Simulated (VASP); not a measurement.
# AgCl: molecular dynamics with a thermostat

AgCl, Cmcm (no. 63), 8 atoms in the cell. PBE, molecular dynamics; PAW potentials Ag, Cl (PBE set).

Ensemble: Nose-Hoover; Target temperature (K): 1600.

## Input

INCAR:
```
GGA = PE ; PREC = Normal
ENCUT = 260 ; EDIFF = 1E-6
NELMIN = 4 ; NELM = 60
ALGO = Normal ; LREAL = Auto
LASPH = True ; ISMEAR = 0
SIGMA = 0.05 ; ISYM = 0
LWAVE = False ; LCHARG = False
IBRION = 0 ; NSW = 60
POTIM = 2.0 ; TEBEG = 1600
ISIF = 2 ; RANDOM_SEED = 397801 0 0
MDALGO = 2 ; SMASS = 0
KPAR = 2
```

KPOINTS:
```
k-points
0
Gamma
  3 1 3
```

POSCAR:
```
AgCl
1.0
    3.7418194060      0.0000000000      0.0000000000
    0.0000000000     11.1131904716      0.0000000000
    0.0000000000      0.0000000000      3.9240373500
Ag Cl
4 4
Direct
    0.5000000000      0.8965554000      0.2500000000
    0.0000000000      0.6034446000      0.7500000000
    0.0000000000      0.3965554000      0.2500000000
    0.5000000000      0.1034446000      0.7500000000
    0.0000000000      0.8654487300      0.7500000000
    0.5000000000      0.6345512700      0.2500000000
    0.5000000000      0.3654487300      0.7500000000
    0.0000000000      0.1345512700      0.2500000000
```

Commands:
```
cat potpaw_PBE.64/Ag/POTCAR potpaw_PBE.64/Cl/POTCAR > POTCAR
mpirun -np 2 vasp_std > vasp.out
```

## Result

- Mean temperature (K): 1542
- Rise of the mean potential energy above the start (meV/atom): 78.7
- Electronic steps per ionic step after the first: 4.2

Course of the run:

| Time (fs) | Temperature (K) | Potential energy less the first (meV/atom) |
|---|---|---|
| 2 | 1600 | 0.0 |
| 12 | 1543 | 6.8 |
| 20 | 1447 | 20.5 |
| 30 | 1349 | 43.6 |
| 38 | 1350 | 62.7 |
| 48 | 1530 | 81.1 |
| 56 | 1815 | 88.8 |
| 66 | 2136 | 93.2 |
| 74 | 2116 | 97.3 |
| 84 | 1747 | 105.3 |
| 92 | 1411 | 112.5 |
| 102 | 1149 | 120.9 |
| 110 | 1095 | 127.1 |
| 120 | 1229 | 134.3 |

REPORT:
```
MDALGO =   2
               SCALING =       0
                 CNEXP =     9.000   14.000
           RANDOM_SEED =            397801                0                0

   original number of atomic DOF:         21
   number of independent constraints:      0
   number of active DOF:                  21

========================================
         MD step No.       1
========================================

  Atomic velocities initialized by STEP_tb

  >Energies
                    E_tot             E_pot             E_kin               EPS                ES
   e_b>   -0.19714876E+02   -0.21162551E+02    0.14476752E+01    0.00000000E+00    0.00000000E+00

  >Temperature
               T_sim     T_inst
   tmprt>   1600.000   1599.950

  >Thermostat:
           s(n+1) sdot(n+1)      s(n)   sdot(n)        Qs
   s_b>  -0.00000  -0.00000   0.00000   0.00000   0.64693

           RANDOM_SEED =            397801               48                0

[... steps left out ...]

========================================
         MD step No.      60
========================================

  >Energies
                    E_tot             E_pot             E_kin               EPS                ES
   e_b>   -0.19713563E+02   -0.20088163E+02    0.11119947E+01    0.76580390E-01   -0.81397499E+00

  >Temperature
               T_sim     T_inst
   tmprt>   1600.000   1228.960

  >Thermostat:
           s(n+1) sdot(n+1)      s(n)   sdot(n)        Qs
   s_b>  -0.30800  -0.02820  -0.28112  -0.02555   0.64693

           RANDOM_SEED =            397801               48                0
```

OSZICAR:
```
N       E                     dE             d eps       ncg     rms          rms(c)
DAV:   1     0.352514600650E+03    0.35251E+03   -0.24325E+04   430   0.905E+02
DAV:   2    -0.135290701478E+01   -0.35387E+03   -0.34425E+03   504   0.250E+02
DAV:   3    -0.218900514924E+02   -0.20537E+02   -0.20393E+02   484   0.614E+01
DAV:   4    -0.221746177660E+02   -0.28457E+00   -0.28417E+00   465   0.821E+00
DAV:   5    -0.221793764539E+02   -0.47587E-02   -0.47563E-02   478   0.103E+00    0.125E+01
DAV:   6    -0.211867313615E+02    0.99265E+00   -0.27363E+00   512   0.121E+01    0.878E+00
DAV:   7    -0.211773203505E+02    0.94110E-02   -0.91800E-01   468   0.425E+00    0.349E+00
DAV:   8    -0.211624116724E+02    0.14909E-01   -0.63332E-02   448   0.166E+00    0.721E-01
DAV:   9    -0.211623516778E+02    0.59995E-04   -0.13218E-02   454   0.762E-01    0.999E-02
DAV:  10    -0.211624569903E+02   -0.10531E-03   -0.31525E-04   470   0.104E-01    0.606E-02
DAV:  11    -0.211625491833E+02   -0.92193E-04   -0.10369E-04   454   0.677E-02    0.185E-02
DAV:  12    -0.211625504954E+02   -0.13122E-05   -0.12572E-05   508   0.317E-02    0.602E-03
[... left out ...]
     58 T=  1146. E= -.19713831E+02 F= -.20109900E+02 E0= -.20109900E+02  EK= 0.10374E+01 SP= -.68E+00 SK= 0.43E-01
     59 T=  1183. E= -.19713708E+02 F= -.20098648E+02 E0= -.20098648E+02  EK= 0.10700E+01 SP= -.74E+00 SK= 0.59E-01
[... last step whole ...]
       N       E                     dE             d eps       ncg     rms          rms(c)
DAV:   1    -0.200881415449E+02    0.10507E-01   -0.97485E-03   528   0.156E+00    0.124E-02
DAV:   2    -0.200881636472E+02   -0.22102E-04   -0.23670E-04   430   0.794E-02    0.151E-02
DAV:   3    -0.200881633523E+02    0.29492E-06   -0.25764E-06   324   0.109E-02    0.103E-02
DAV:   4    -0.200881630892E+02    0.26313E-06   -0.38551E-07   230   0.363E-03
     60 T=  1229. E= -.19713563E+02 F= -.20088163E+02 E0= -.20088163E+02  EK= 0.11120E+01 SP= -.81E+00 SK= 0.77E-01
```

Limits: 120 fs of 8 atoms are too short for converged averages; the cell is only 3.7 Å across, so each atom moves in step with near copies of itself.

VASP 6.6.1 took 224 s on 2 cores (Intel Xeon Platinum 8259CL @ 2.50GHz (Skylake/Cascade Lake)), a shared host.
